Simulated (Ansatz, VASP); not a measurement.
# ZnO (zincite) in two plane-wave programs, part 2 of 2

Aim: how closely do two programs agree when they are given the same cell, functional and k mesh? The cell is taken from a series of VASP runs on this material, whose earlier steps may have relaxed, scaled or displaced it; both programs get it as it stands.

VASP 6.6.1 and Ansatz 0.2.0.

So far. Step 4 (Side by side): The walks stopped with 0.00 GPa left in Ansatz and 0.01 GPa in VASP; each walk ends within a tolerance, so the volume difference is uncertain by about these residues over the bulk modulus, most in soft cells.

## 5. VASP: relaxation of cell and atoms, r2SCAN

Level of this step: r2SCAN; plane waves and PAW (Zn, O) (VASP).

The relaxed volume is the usual yardstick between codes: its relative difference is about their pressure difference at one cell divided by the bulk modulus. The cell compared in this pair holds 47.55 Å³, against 45.69 Å³ for the pair before.

The input, INCAR:

```
SYSTEM = ZnO
PREC = Accurate
ENCUT = 520
EDIFF = 1E-06
NELM = 100
ISMEAR = 0
SIGMA = 0.03
LREAL = .FALSE.
ALGO = Normal
METAGGA = R2SCAN
LASPH = .TRUE.
NBANDS = 24
LORBIT = 11
LWAVE = .FALSE.
LCHARG = .FALSE.
KPAR = 8
IBRION = 2
NSW = 50
ISIF = 3
EDIFFG = -0.006
```

The input, POSCAR:

```
ZnO
1.0
    3.2428577196      0.0000000000      0.0000000000
   -1.6214288599      2.8083971661      0.0000000000
    0.0000000000      0.0000000000      5.2209135466
Zn O
2 2
Direct
    0.6666666667      0.3333333333      0.9993872237
    0.3333333333      0.6666666667      0.4993872237
    0.3333333333      0.6666666667      0.8796227763
    0.6666666667      0.3333333333      0.3796227763
```

The input, KPOINTS:

```
Automatic mesh
0
Gamma
8 8 4
0 0 0
```

PAW data sets: Zn and O (PBE family, release 64).

Run with:

```bash
$ mpirun -np 8 vasp_std
```

Numbers of over 12 decimals in the logs are rounded to 6 here.

Output:

```text
[banner, memory and clock lines left out]
running    8 mpi-ranks, on    1 nodes
[...]
[... a notice as in an earlier step ...]

|                                                                             |
|               ----> ADVICE to this user running VASP <----                  |
|                                                                             |
|     You enforced a specific xc type in the INCAR file but a different       |
|     [... a line on the potential file left out ...]
|     I HOPE YOU KNOW WHAT YOU ARE DOING!                                     |
|                                                                             |

 LDA part: xc-table for (None), standard interpolation
 POSCAR, INCAR and KPOINTS ok, starting setup
[...]
entering main loop
       N       E                     dE             d eps       ncg     rms          rms(c)
DAV:   1     0.265842093649E+03    0.26584E+03   -0.19118E+04  1448   0.224E+03
DAV:   2    -0.176831501780E+02   -0.28353E+03   -0.26920E+03  1560   0.434E+02
DAV:   3    -0.461637734425E+02   -0.28481E+02   -0.28271E+02  1696   0.145E+02
DAV:   4    -0.465916535331E+02   -0.42788E+00   -0.42773E+00  1624   0.189E+01
[...]
DAV:  14    -0.363181732941E+02    0.71305E-06   -0.18552E-05  1696   0.373E-02    0.138E-02
DAV:  15    -0.363181758157E+02   -0.25216E-05   -0.61213E-06  1504   0.232E-02    0.453E-03
DAV:  16    -0.363181749774E+02    0.83833E-06   -0.73233E-07  1008   0.144E-02
   1 F= -.36318175E+02 E0= -.36318175E+02  d E =-.363182E+02
[...]
reached required accuracy - stopping structural energy minimisation
```

Parts of OUTCAR (step 5):

```text
  Total       -0.0022677     -0.0022677     -0.0151546      0.0000000     -0.0000000      0.0000000
  in kB       -0.0764139     -0.0764139     -0.5106471      0.0000000     -0.0000000      0.0000000
  external PRESSURE =      -0.2211583 kB  Pullay stress =       0.0000000 kB

 POSITION                                       TOTAL-FORCE (eV/Angst)
 -----------------------------------------------------------------------------------
      1.62143      0.93613      5.21771         0.000000     -0.000000      0.004869
     -0.00000      1.87226      2.60726        -0.000000      0.000000      0.004869
     -0.00000      1.87226      4.59243         0.000000     -0.000000     -0.004869
      1.62143      0.93613      1.98198         0.000000      0.000000     -0.004869
 -----------------------------------------------------------------------------------
    total drift:                                0.000001      0.000001     -0.077494

  FREE ENERGIE OF THE ION-ELECTRON SYSTEM (eV)
  ---------------------------------------------------
  free  energy   TOTEN  =       -36.3181749774 eV

  energy  without entropy=      -36.3181749774  energy(sigma->0) =      -36.31817498

[... 2 parts as in an earlier step ...]

[... 2 further parts left out ...]
[key lines of the parts left out:]
E-fermi :   1.0119
```

The PAW data sets were made with PBE, which is usual practice but a small mismatch for other functionals.

## 6. Ansatz: relaxation of cell and atoms, r2SCAN

The same cell, functional, mesh and smearing now go to Ansatz, which takes its cutoff from its data sets.

The cell is taken from a series of VASP runs on this material, whose earlier steps may have relaxed, scaled or displaced it; both programs get it as it stands.

The input, input.yaml:

```yaml
crystal:
  lattice:
    - [3.2428577196, 0.0, 0.0]
    - [-1.6214288599, 2.8083971661, 0.0]
    - [0.0, 0.0, 5.2209135466]
  atoms:
    - { symbol: Zn, position: [0.6666666667, 0.3333333333, 0.9993872237] }
    - { symbol: Zn, position: [0.3333333333, 0.6666666667, 0.4993872237] }
    - { symbol: O, position: [0.3333333333, 0.6666666667, 0.8796227763] }
    - { symbol: O, position: [0.6666666667, 0.3333333333, 0.3796227763] }
hamiltonian:
  xc: r2scan
  pseudopotentials: { kind: paw }
kpoints:
  mp_grid: { grid: [8, 8, 4] }
scf:
  occupations: { method: gaussian, width: 0.03 }
relax:
  f_tol: 0.01
  max_steps: 60
  cell: { stress_tol: 0.05 }
output:
  forces: true
  stress: true
  write_density: true
  write_potential: true
  elf: true
  volumetric_format: npy
```

Run with:

```bash
$ ansatz run input.yaml --threads 4 --pin off --max-ram 9216MiB --backend cpu --events-out ev --progress --plain --runs-dir out
```

Output:

```text
[...]
Crystal: 4 atoms, lattice volume = 47.548 Å³
Basis set: ecut = 500 eV, 1189 PW (Γ), exchange–correlation on 96×96×160 points (64 copies of the dense FFT grid, shifted against one another)
Bands: 22, of which v1, the nominal top of the filled ones, is band 18 counted from 1 (17 counted from 0)
Symmetry: 12 space group operations
[...]
cell:  # Å, volume = 47.2335 Å³
    - [3.235881, 5.761091385215794e-11, -1.2296505034345338e-18]
    - [-1.617940, 2.802355, 6.223149433874568e-19]
    - [-1.9797041763768526e-18, 0, 5.208763]
  atoms:
    - { symbol: Zn, position: [0.666667, 0.333333, 0.999493] }
    - { symbol: Zn, position: [0.333333, 0.666667, 0.499493] }
    - { symbol: O, position: [0.333333, 0.666667, 0.879517] }
    - { symbol: O, position: [0.666667, 0.333333, 0.379517] }
[key lines of the parts left out:]
SCF converged after 6 iterations
Free energy (F): -7789.852585 eV
Fermi energy:    7.590205 eV
P = ⅓ Tr σ = 0.0102 GPa (0.102 kbar)
```

Elapsed: 9 s, on 4 threads of Arm Neoverse V1, shared host; peak memory 0.48 GiB.

## 7. Differences

What differs besides the data sets and the points named for the pairs above, as far as they apply: VASP keeps PBE cores, Ansatz makes them for the functional; the cutoff is 500 eV in Ansatz and 520 eV in VASP. Total energies have different zeros and are not compared.

The two programs side by side:

| quantity | Ansatz | VASP | difference |
| --- | --- | --- | --- |
| volume (Å³) | 47.23 | 47.55 | -0.66 % |
| edge a after relaxation, in the typed setting (Å) | 3.236 | 3.243 | -0.22 % |
| edge c after relaxation, in the typed setting (Å) | 5.209 | 5.221 | -0.23 % |

The walks stopped with 0.01 GPa left in Ansatz and -0.02 GPa in VASP; each walk ends within a tolerance, so the volume difference is uncertain by about these residues over the bulk modulus, most in soft cells.

## 8. Results

| Property | Result |
| --- | --- |
| difference in volume (relaxation of cell and atoms, LDA) | -0.80 % |
| difference in volume (relaxation of cell and atoms, r2SCAN) | -0.66 % |

In words: The difference in volume is -0.80 % (relaxation of cell and atoms, LDA), within the 1.2 % picked in this series as the mark of a large difference, as far as the stopping tolerances let one tell. How closely two codes agree says nothing of how well the functional describes the real material.

[Lines on the potential files, build, host, timing and source positions are cut from VASP's logs without a mark.]

[Logs are printed without paths, hosts, clocks, repeated set-up lines and the standing remarks that a program may print on its own settings, such as how far it seeks lower states.]

[Hosts, paths, dates, database ids (printed as entryN), source tags and the programs' standing remarks are cut or masked in the printed files.]
